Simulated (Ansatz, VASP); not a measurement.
Se in VASP and in Ansatz

Contents of POSCAR:

```
Se
1.0
    4.5048207000      0.0000000000      0.0000000000
   -2.2524103500      3.9012891700      0.0000000000
    0.0000000000      0.0000000000      4.9787963200
Se
3
Direct
    0.2178929800      0.0000000000      0.3333333300
    0.0000000000      0.2178929800      0.6666666700
    0.7821070200      0.7821070200      0.0000000000
```

INCAR.step1

```
PREC = Accurate ; ENCUT = 520
ISMEAR = 0 ; SIGMA = 0.1
LREAL = F ; LASPH = T
NELM = 60 ; NBANDS = 16
GGA = PE ; ALGO = Normal
EDIFF = 1E-4 ; LWAVE = T
LCHARG = F
```

INCAR.step2

```
PREC = Accurate ; ENCUT = 520
EDIFF = 1E-6 ; ISMEAR = 0
SIGMA = 0.1 ; LREAL = F
LASPH = T ; NELM = 60
ALGO = Normal ; ISIF = 2
LWAVE = F ; LCHARG = F
METAGGA = R2SCAN ; LMIXTAU = T
LUSE_VDW = T ; IVDW_NL = 2
BPARAM = 11.95 ; CPARAM = 0.0093
NBANDS = 16 ; ISTART = 1
```

File KPOINTS:

```
Automatic mesh
0
Gamma
  6 6 4
```

Input for Ansatz:

```yaml
crystal:
  lattice:
    - [4.5048207, 0.0, 0.0]
    - [-2.25241035, 3.90128917, 0.0]
    - [0.0, 0.0, 4.97879632]
  atoms:
    - { symbol: Se, position: [0.21789298, 0.0, 0.33333333] }
    - { symbol: Se, position: [0.0, 0.21789298, 0.66666667] }
    - { symbol: Se, position: [0.78210702, 0.78210702, 0.0] }
basis:
  ecutwfc: 500
kpoints:
  mp_grid: { grid: [6, 6, 4] }
hamiltonian:
  xc: r2scan
  dispersion: rvv10
  pseudopotentials: { kind: paw, azcp: { folder: soft_1 } }
scf:
  occupations: { method: gaussian, width: 0.1 }
output:
  forces: true
  stress: true
  eigenvalues: true
```

Alike in both runs: task single point; functional r2SCAN; dispersion rVV10; k mesh 6 × 6 × 4; occupations gaussian, width 0.1 eV; no spin polarisation.

|  | VASP | Ansatz |
| --- | --- | --- |
| version | VASP 6.6.1 | Ansatz 0.2.0 |
| potentials or method | VASP PAW PBE potentials, release 64 (Se) | scalar-relativistic, plane waves, PAW |
| plane-wave cutoff (eV) | 520 | 500 |
| valence electrons in the cell | 18 | 48 |

```tsv
	VASP	Ansatz	Ansatz less VASP
gap on the k mesh at the Fermi level (eV)	1.33	1.34	+0.012
least direct gap on the mesh (eV)	1.60	1.61	+0.013
pressure (GPa)	-0.6	-0.8	-0.17
largest component of the traceless stress (GPa)	0.22	0.18	-0.039
rms of the force components (eV/Å)	0.019	0.001	-0.0189
```

Atom by atom the forces differ by 0.019 eV/Å (rms over components). The two sets of potentials don't hold the same shells in valence.

Caveats: the PAW data sets were made with another functional, which shifts forces and pressure a little (VASP). r2SCAN opens gaps a little over a GGA but as a rule still falls short of measured ones. A k mesh can miss the band edges.
